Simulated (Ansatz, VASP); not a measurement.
Two plane-wave programs on AlRu

```
Al Ru
1.0
     2.99160    0.00000    0.00000
     0.00000    2.99160    0.00000
     0.00000    0.00000    2.99160
Al Ru
1 1
Direct
  0.00000 0.00000 0.00000
  0.50000 0.50000 0.50000
```

Alike in both runs: task single point; functional PBEsol; k mesh 18 × 18 × 18; occupations gaussian, width 0.15 eV; no spin polarisation.

```csv
,VASP,Ansatz
version,VASP 6.6.1,Ansatz 0.2.0
potentials or method,"VASP PAW PBE potentials, release 64 (Al, Ru_pv)","scalar-relativistic, plane waves, PAW"
plane-wave cutoff (eV),520,420
valence electrons in the cell,17,19
```

```tsv
	VASP	Ansatz	Ansatz less VASP
gap on the k mesh at the Fermi level (eV)	none	none	-
pressure (GPa)	-3.2	-3.3	-0.06
```

A gap of «none» marks a metal or a gap that the smearing closes. The two sets of potentials don't hold the same shells in valence.

Caveats: the PAW data sets were made with another functional, which shifts forces and pressure a little (VASP).
